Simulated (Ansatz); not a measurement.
Write the native input for Ansatz 0.2.0 that does the following.

```yaml
Task: single point
Functional: PBE
Potentials_or_basis: Ansatz PAW
Cutoff: "420 eV (not typed: the program's choice for these potentials)"
k_mesh: 6 × 6 × 6
Occupations: gaussian, width 0.015 eV
Spin: collinear spin, ferromagnetic start
Starting_moments: "[1.0, 1.0, 1.0, 1.0, 0.0, 0.0, 0.0, 0.0] μB"
```

Crystal: SiNi.

```xyz
8
Lattice="4.5037 0.0000 0.0000 0.0000 4.5037 0.0000 0.0000 0.0000 4.5037" Properties=species:S:1:pos:R:3 pbc="T T T"
Ni    0.6733    0.6733    0.6733
Ni    2.9252    1.5785    3.8304
Ni    3.8304    2.9252    1.5785
Ni    1.5785    3.8304    2.9252
Si    3.8139    3.8139    3.8139
Si    1.5620    2.9417    0.6898
Si    0.6898    1.5620    2.9417
Si    2.9417    0.6898    1.5620
```

The cell is a database's computed one.

The input as run:

input.yaml

```yaml
crystal:
  lattice:
    - [4.503694, 0.0, 0.0]
    - [0.0, 4.503694, 0.0]
    - [0.0, 0.0, 4.503694]
  atoms:
    - { symbol: Ni, position: [0.149504, 0.149504, 0.149504], spin: 1.0 }
    - { symbol: Ni, position: [0.649504, 0.350496, 0.850496], spin: 1.0 }
    - { symbol: Ni, position: [0.850496, 0.649504, 0.350496], spin: 1.0 }
    - { symbol: Ni, position: [0.350496, 0.850496, 0.649504], spin: 1.0 }
    - { symbol: Si, position: [0.84683, 0.84683, 0.84683] }
    - { symbol: Si, position: [0.34683, 0.65317, 0.15317] }
    - { symbol: Si, position: [0.15317, 0.34683, 0.65317] }
    - { symbol: Si, position: [0.65317, 0.15317, 0.34683] }
hamiltonian:
  xc: pbe
  pseudopotentials: { kind: paw }
magnetization:
  spin_polarized: true
kpoints:
  mp_grid: { grid: [6, 6, 6] }
scf:
  occupations: { method: gaussian, width: 0.015 }
output:
  forces: true
  stress: true
  eigenvalues: true
  write_density: true
  write_potential: true
  elf: true
  volumetric_format: npy
```

Potentials or basis: Ansatz PAW.

Launch:

```console
$ ansatz run input.yaml --threads 4 --pin off --max-ram 11264MiB --backend cpu --events-out ev --progress --plain --runs-dir out
```

Results of the run:

| Quantity | Value |
| --- | --- |
| Pressure | 1.7 GPa |
| Largest force | 0.027 eV/Å |
| Band gap on the k mesh | none (metal or under the smearing width) |
| Net moment | 0.00 μB per cell |
| Absolute moment | 0.00 μB per cell |

Caveat: the starting moments weren't kept.

It took 22 s on 4 threads of Arm Neoverse N1 (shared host), peak memory 0.51 GiB.
